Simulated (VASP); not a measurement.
# Ag (Fm-3m) in VASP: a series of runs

The runs below take Ag through relaxation of cell and atoms, with PBEsol+rVV10, RPBE+D3, RPBE+D3(BJ).

All numbers are computed with VASP 6.6.1; they aren't measurements. Logs are shortened: lines on timing, memory, paths and dates and some standing lists are left out, and cuts for length are marked.

### Step 1. The crystal as given

Symmetry: Fm-3m, No. 225, cubic system. Conventional cell: a = 4.085 Å, b = 4.085 Å, c = 4.085 Å, α = 90.00°, β = 90.00°, γ = 90.00°. Ag (site symmetry m-3m) is surrounded by 12 Ag at 2.89 Å.

### Step 2. Relaxation of cell and atoms, PBEsol+rVV10

INCAR reads:

```
PREC     = Accurate       # precision mode
ENCUT    = 600            # plane-wave cutoff, eV
EDIFF    = 1E-7           # SCF threshold, eV
ISMEAR   = -1             # smearing method
SIGMA    = 0.05           # smearing width, eV
LREAL    = False          # projectors in reciprocal space
LASPH    = True           # aspherical terms in the spheres
NELM     = 100            # most SCF steps
ALGO     = Fast           # electronic algorithm
ISIF     = 3              # what is computed and relaxed
LWAVE    = False          # write WAVECAR
LCHARG   = False          # write CHGCAR
GGA      = PS             # functional
LUSE_VDW = True         
IVDW_NL  = 2            
BPARAM   = 20.0         
CPARAM   = 0.0093       
IBRION   = 2              # ionic algorithm
NSW      = 40             # ionic steps
EDIFFG   = -0.01          # ionic threshold
```

KPOINTS reads:

```
regular mesh
0
Gamma
  11 11 11
```

POSCAR reads:

```
Ag
1.0
    0.0000000000      2.0427500000      2.0427500000
    2.0427500000      0.0000000000      2.0427500000
    2.0427500000      2.0427500000      0.0000000000
Ag
1
Direct
    0.0000000000      0.0000000000      0.0000000000
```

Potentials or basis: VASP PAW PBE potentials, release 64 (Ag).

The run is started by

```console
cat potpaw_PBE.64/Ag/POTCAR > POTCAR
mpirun -np 1 vasp_std > vasp.out
```

OUTCAR:

```text
PREC = Accurate
   ENCUT = 600
   EDIFF = 1E-7
   ISMEAR = -1
   LREAL = False
   LASPH = True
   NELM = 100
   ISIF = 3
   GGA = PS
   IVDW_NL = 2
   BPARAM = 20.0
   IBRION = 2
   NSW = 40
   EDIFFG = -0.01

 ion  position               nearest neighbor table
   1  0.000  0.000  0.000-

  LATTYP: Found a face centered cubic cell.
 ALAT       =     4.0855000000

  Lattice vectors:

 A1 = (   0.0000000000,   2.0427500000,   2.0427500000)
 A2 = (   2.0427500000,   0.0000000000,   2.0427500000)
 A3 = (   2.0427500000,   2.0427500000,   0.0000000000)

Analysis of symmetry for initial positions (statically):
=====================================================================
 Subroutine PRICEL returns:
 Original cell was already a primitive cell.

 Routine SETGRP: Setting up the symmetry group for a
 face centered cubic supercell.

 Subroutine GETGRP returns: Found 48 space group operations
 (whereof 48 operations were pure point group operations)
 out of a pool of 48 trial point group operations.

The static configuration has the point symmetry O_h .

Analysis of symmetry for dynamics (positions and initial velocities):
=====================================================================
 Subroutine PRICEL returns:
 Original cell was already a primitive cell.

 Routine SETGRP: Setting up the symmetry group for a
 face centered cubic supercell.

 Subroutine GETGRP returns: Found 48 space group operations
 (whereof 48 operations were pure point group operations)
 out of a pool of 48 trial point group operations.

The dynamic configuration has the point symmetry O_h .

 Subroutine INISYM returns: Found 48 space group operations
 (whereof 48 operations are pure point group operations),
 and found     1 'primitive' translations

----------------------------------------------------------------------------------------

                                     Primitive cell

  volume of cell :      17.0481

  direct lattice vectors                    reciprocal lattice vectors
     0.000000000  2.042750000  2.042750000    -0.244768082  0.244768082  0.244768082
     2.042750000  0.000000000  2.042750000     0.244768082 -0.244768082  0.244768082
     2.042750000  2.042750000  0.000000000     0.244768082  0.244768082 -0.244768082

  length of vectors
     2.888884755  2.888884755  2.888884755     0.423950755  0.423950755  0.423950755

  position of ions in fractional coordinates (direct lattice)
     0.000000000  0.000000000  0.000000000

  ion indices of the primitive-cell ions
   primitive index   ion index
                 1           1

----------------------------------------------------------------------------------------

 KPOINTS: regular mesh

Automatic generation of k-mesh.
 Grid dimensions read from file:
 generate k-points for:   11   11   11

 Generating k-lattice:

  Cartesian coordinates                     Fractional coordinates (reciprocal lattice)
    -0.022251644  0.022251644  0.022251644     0.090909091  0.000000000  0.000000000
     0.022251644 -0.022251644  0.022251644     0.000000000  0.090909091  0.000000000
     0.022251644  0.022251644 -0.022251644     0.000000000  0.000000000  0.090909091

  Length of vectors
     0.038540978  0.038540978  0.038540978

  Shift w.r.t. Gamma in fractional coordinates (k-lattice)
     0.000000000  0.000000000  0.000000000

 Subroutine IBZKPT returns following result:
 ===========================================

 Found     56 irreducible k-points:

 Following reciprocal coordinates:
            Coordinates               Weight
  0.000000  0.000000  0.000000      1.000000
  0.090909  0.000000  0.000000      8.000000
  0.181818  0.000000  0.000000      8.000000
  0.272727  0.000000  0.000000      8.000000
  0.363636  0.000000  0.000000      8.000000
  0.454545  0.000000  0.000000      8.000000
[... 16 lines left out ...]
 -0.272727  0.181818  0.000000     24.000000
 -0.181818  0.181818  0.000000     12.000000
 [... further k-points ...]
   k-points           NKPTS =     56   k-points in BZ     NKDIM =     56   number of bands    NBANDS=      9
   number of dos      NEDOS =    301   number of ions     NIONS =      1
   total plane-waves  NPLWV =  13824
   dimension x,y,z NGX =    24 NGY =   24 NGZ =   24
   dimension x,y,z NGXF=    48 NGYF=   48 NGZF=   48
   ions per type =               1
   NGX,Y,Z   is equivalent  to a cutoff of  13.81, 13.81, 13.81 a.u.
   NGXF,Y,Z  is equivalent  to a cutoff of  27.62, 27.62, 27.62 a.u.
 SYSTEM =  unknown system
   PREC   = accura    normal or accurate (medium, high low for compatibility)
   ISTART =      0    job   : 0-new  1-cont  2-samecut
   ICHARG =      2    charge: 1-file 2-atom 10-const
   ISPIN  =      1    spin polarized calculation?
   LNONCOLLINEAR =      F non collinear calculations
   LSORBIT =      F    spin-orbit coupling
   LASPH  =      T    aspherical Exc in radial PAW
   ENCUT  =  600.0 eV  44.10 Ry    6.64 a.u.   5.77  5.77  5.77*2*pi/ulx,y,z
   NELM   =    100;   NELMIN=  2; NELMDL= -5     # of ELM steps
   EDIFF  = 0.1E-06   stopping-criterion for ELM
   LREAL  =      F    real-space projection
   EDIFFG = -.1E-01   stopping-criterion for IOM
   NSW    =     40    number of steps for IOM
   IBRION =      2    ionic relax: 0-MD 1-quasi-New 2-CG
   NFREE  =      1    steps in history (QN), initial steepest desc. (CG)
   ISIF   =      3    stress and relaxation
   ISYM   =      2    0-nonsym 1-usesym 2-fastsym
   POTIM  = 0.5000    time-step for ionic-motion
   TEBEG  =    0.0;   TEEND  =   0.0 temperature during run
   PSTRESS=    0.0 pullay stress
   NELECT =      11.0000    total number of electrons
   NUPDOWN=      -1.0000    fix difference up-down
   EMIN   =  10.00;   EMAX   =-10.00  energy-range for DOS
   EFERMI =   0.00;   METHOD = LEGACY
   ISMEAR =    -1;   SIGMA  =   0.05  broadening in eV -4-tet -1-fermi 0-gaus
   EFERMI_NEDOS =   21; number of points for ismear=-14 and -15
   IALGO  =     68    algorithm
   IMIX   =      4    mixing-type and parameters
     AMIX     =   0.40;   BMIX     =  1.00
     AMIX_MAG =   1.60;   BMIX_MAG =  1.00
  volume/ion in A,a.u.               =      17.05       115.05
  Fermi-wavevector in a.u.,A,eV,Ry     =   1.414644  2.673290 27.228221  2.001218
  Thomas-Fermi vector in A             =   2.536165
   LORBIT       =      0    0 simple, 1 ext, 2 COOP (PROOUT), +10 PAW based schemes
   GGA     = PS    functional components
   LHFCALC =     F    Hartree Fock is set to
   AEXX    =    0.0000 exact exchange contribution
   IVDW_NL    =     2    kernel type
   BPARAM     =20.0000
   IVDW    =     0    specifies the selected vdW correction
   LEPSILON=     F    determine dielectric tensor
   LRPA    =     F    only Hartree local field effects (RPA)
 conjugate gradient relaxation of ions
 non-spin polarized calculation
 RMM-DIIS sequential band-by-band and
  energy-cutoff  :      600.00
  volume of cell :       17.05
 maximum number of plane-waves:       578
   NGX = 11   NGY = 11   NGZ = 11

--------------------------------------- Ionic step        1  -------------------------------------------

 number of electron      10.9999999 magnetization

 Free energy of the ion-electron system (eV)
  ---------------------------------------------------
  ext. energy  EPLUGINS =         0.00000000
  ---------------------------------------------------
  free energy    TOTEN  =        -3.16184513 eV

  energy without entropy =       -3.15922396  energy(sigma->0) =       -3.16053455

------------------------ aborting loop because EDIFF is reached ----------------------------------------

  FORCE on cell =-STRESS in cart. coord.  units (eV):
  Direction    XX          YY          ZZ          XY          YZ          ZX
  --------------------------------------------------------------------------------------
  -------------------------------------------------------------------------------------
  Total       -0.4261501     -0.4261501     -0.4261501      0.0000000      0.0000000     -0.0000000
  in kB      -40.0495409    -40.0495409    -40.0495409      0.0000000      0.0000000     -0.0000000
  external PRESSURE =     -40.0495409 kB  Pullay stress =       0.0000000 kB

 VOLUME and BASIS-vectors are now :
 -----------------------------------------------------------------------------
  energy-cutoff  :      600.00
  volume of cell :       17.05
      direct lattice vectors                 reciprocal lattice vectors
     0.000000000  2.042750000  2.042750000    -0.244768082  0.244768082  0.244768082
     2.042750000  0.000000000  2.042750000     0.244768082 -0.244768082  0.244768082
     2.042750000  2.042750000  0.000000000     0.244768082  0.244768082 -0.244768082
[... 36 lines left out ...]
 POSITION                                       TOTAL-FORCE (eV/Angst)
 -----------------------------------------------------------------------------------
      0.00000      0.00000      0.00000         0.000000      0.000000     -0.000000
 -----------------------------------------------------------------------------------
    total drift:                               -0.000000      0.000000     -0.000000

  FREE ENERGIE OF THE ION-ELECTRON SYSTEM (eV)
  ---------------------------------------------------
  free  energy   TOTEN  =        -3.1648260274 eV

  energy  without entropy=       -3.1630134767  energy(sigma->0) =       -3.16391975

--------------------------------------- Ionic step        3  -------------------------------------------

 number of electron      11.0000001 magnetization

 Free energy of the ion-electron system (eV)
  ---------------------------------------------------
  ext. energy  EPLUGINS =         0.00000000
  ---------------------------------------------------
  free energy    TOTEN  =        -3.16959445 eV

  energy without entropy =       -3.16750238  energy(sigma->0) =       -3.16854842

 E-fermi :   8.9045     XC(G=0): -12.6431

 val. band max:        8.8375122877   @ k =  -0.4545   0.0909   0.0000
 cond. band min:       8.9687822541   @ k =   0.4545   0.3636   0.0000
 fundamental gap:      0.1312699664
 Fermi energy:         8.9044832404

 k-point     1 :       0.0000    0.0000    0.0000
  band No.  band energies     occupation
      1       0.6195      2.00000
      2       3.8197      2.00000
      3       3.8197      2.00000
      4       3.8197      2.00000
      5       4.9350      2.00000
      6       4.9350      2.00000
      7      24.7761      0.00000
      8      28.5591      0.00000
      9      28.5591      0.00000

 k-point     2 :       0.0909    0.0000    0.0000
  band No.  band energies     occupation
      1       0.8825      2.00000
      2       3.7588      2.00000
      3       3.8926      2.00000
      4       3.8926      2.00000
      5       4.9084      2.00000
      6       4.9084      2.00000
      7      24.7892      0.00000
      8      26.7508      0.00000
      9      28.6922      0.00000
[... 253 lines left out ...]
 k-point    24 :      -0.1818    0.1818    0.0000
  band No.  band energies     occupation
      1       2.7449      2.00000
      2       3.3807      2.00000
      3       4.0334      2.00000
      4       4.4758      2.00000
      5       4.5117      2.00000
      6       6.1070      2.00000
      7      20.8755      0.00000
      8      21.3252      0.00000
      9      27.5679      0.00000

 [... further k-points ...]

------------------------ aborting loop because EDIFF is reached ----------------------------------------

  FORCE on cell =-STRESS in cart. coord.  units (eV):
  Direction    XX          YY          ZZ          XY          YZ          ZX
  --------------------------------------------------------------------------------------
  -------------------------------------------------------------------------------------
  Total       -0.0053504     -0.0053504     -0.0053504     -0.0000000      0.0000000     -0.0000000
  in kB       -0.5209997     -0.5209997     -0.5209997     -0.0000000      0.0000000     -0.0000000
  external PRESSURE =      -0.5209997 kB  Pullay stress =       0.0000000 kB

 VOLUME and BASIS-vectors are now :
 -----------------------------------------------------------------------------
  energy-cutoff  :      600.00
  volume of cell :       16.45
      direct lattice vectors                 reciprocal lattice vectors
     0.000000000  2.018719209  2.018719209    -0.247681796  0.247681796  0.247681796
     2.018719209  0.000000000  2.018719209     0.247681796 -0.247681796  0.247681796
     2.018719209  2.018719209  0.000000000     0.247681796  0.247681796 -0.247681796

 POSITION                                       TOTAL-FORCE (eV/Angst)
 -----------------------------------------------------------------------------------
      0.00000      0.00000      0.00000         0.000000      0.000000     -0.000000
 -----------------------------------------------------------------------------------
    total drift:                                0.000000      0.000000      0.000000

  FREE ENERGIE OF THE ION-ELECTRON SYSTEM (eV)
  ---------------------------------------------------
  free  energy   TOTEN  =        -3.1695944508 eV

  energy  without entropy=       -3.1675023813  energy(sigma->0) =       -3.16854842

 reached required accuracy - stopping structural energy minimisation
```

It took 74 s on 1 thread of Intel Xeon Platinum 8488C (Sapphire Rapids), shared host; peak memory 0.22 GiB.

Results:

```
Free energy                            : -3.1696 eV
Relaxed volume                         : 16.45 Å³/atom
Relaxed cell                           : a = 2.855 Å, b = 2.855 Å, c = 2.855 Å, α = 60.00°, β = 60.00°, γ = 60.00°
Space group after relaxing (to 0.05 Å) : Fm-3m (No. 225)
Energy gained by relaxing              : 7.7 meV/atom
Ionic steps                            : 3
Pressure after relaxing                : -0.1 GPa
Band gap on the k mesh                 : none (metal or under the smearing width)
```

Step by step:
```
step  energy change (eV)  largest force (eV/Å)  pressure (GPa)  volume (Å³)
   1              0.0000                0.0000           -4.00        17.05
   2             -0.0030                0.0000            3.68        16.02
   3             -0.0077                0.0000           -0.05        16.45
```

Final structure:
```
CELL_PARAMETERS angstrom
0.00000 2.01872 2.01872
2.01872 0.00000 2.01872
2.01872 2.01872 0.00000
ATOMIC_POSITIONS crystal
Ag 0.00000 0.00000 0.00000
```

Caveat: the PAW data sets were made with another functional, which shifts forces and pressure a little; pairwise dispersion overbinds metals, which lowers pressure and volume.

### Step 3. Relaxation of cell and atoms, RPBE+D3

INCAR reads:

```
SYSTEM = Ag
PREC     = Accurate       ! precision mode
ENCUT    = 600            ! plane-wave cutoff, eV
EDIFF    = 1E-6           ! SCF threshold, eV
ISMEAR   = -1             ! smearing method
SIGMA    = 0.05           ! smearing width, eV
LREAL    = .FALSE.        ! projectors in reciprocal space
LASPH    = .TRUE.         ! aspherical terms in the spheres
NELM     = 60             ! most SCF steps
ALGO     = Normal         ! electronic algorithm
ISIF     = 3              ! what is computed and relaxed
LWAVE    = .FALSE.        ! write WAVECAR
LCHARG   = .FALSE.        ! write CHGCAR
GGA      = RP             ! functional
IVDW     = 11             ! dispersion correction
IBRION   = 2              ! ionic algorithm
NSW      = 40             ! ionic steps
EDIFFG   = -0.01          ! ionic threshold
```

KPOINTS reads:

```
Automatic mesh
0
G
  11 11 11
  0 0 0
```

POSCAR is that of step 2.

Potentials or basis: VASP PAW PBE potentials, release 64 (Ag).

The run is started by

```console
cat potpaw_PBE.64/Ag/POTCAR > POTCAR
mpirun -np 1 vasp_std > vasp.out
```

Wall time 10 s (1 thread of Intel Xeon Platinum 8488C (Sapphire Rapids), shared host); peak memory 0.16 GiB.

The run converged. Its results:

```
Free energy                            : -2.9276 eV
Relaxed volume                         : 18.00 Å³/atom
Relaxed cell                           : a = 2.942 Å, b = 2.942 Å, c = 2.942 Å, α = 60.00°, β = 60.00°, γ = 60.00°
Space group after relaxing (to 0.05 Å) : Fm-3m (No. 225)
Energy gained by relaxing              : 12.2 meV/atom
Ionic steps                            : 3
Pressure after relaxing                : -0.1 GPa
Band gap on the k mesh                 : none (metal or under the smearing width)
Dispersion energy per atom             : -0.732 eV
```

The path:
```csv
step,energy change (eV),largest force (eV/Å),pressure (GPa),volume (Å³)
1,0.0000,0.0000,4.37,17.05
2,-0.0116,0.0000,-0.76,18.22
3,-0.0122,0.0000,-0.07,18.00
```

Final structure:
```
Ag
1.0
     0.00000    2.08020    2.08020
     2.08020    0.00000    2.08020
     2.08020    2.08020    0.00000
Ag
1
Direct
  0.00000 0.00000 0.00000
```

Levels at points of the mesh, in eV from the Fermi level:
| k point | band 3 | band 4 | band 5 | band 6 | band 7 | band 8 | band 9 |
| --- | --- | --- | --- | --- | --- | --- | --- |
| (0.00, 0.00, 0.00) | -4.93 | -4.93 | -4.00 | -4.00 | 15.59 | 18.89 | 18.89 |

Caveat: the PAW data sets were made with another functional, which shifts forces and pressure a little; pairwise dispersion overbinds metals, which lowers pressure and volume.

(Continued in part 2 of 2.)
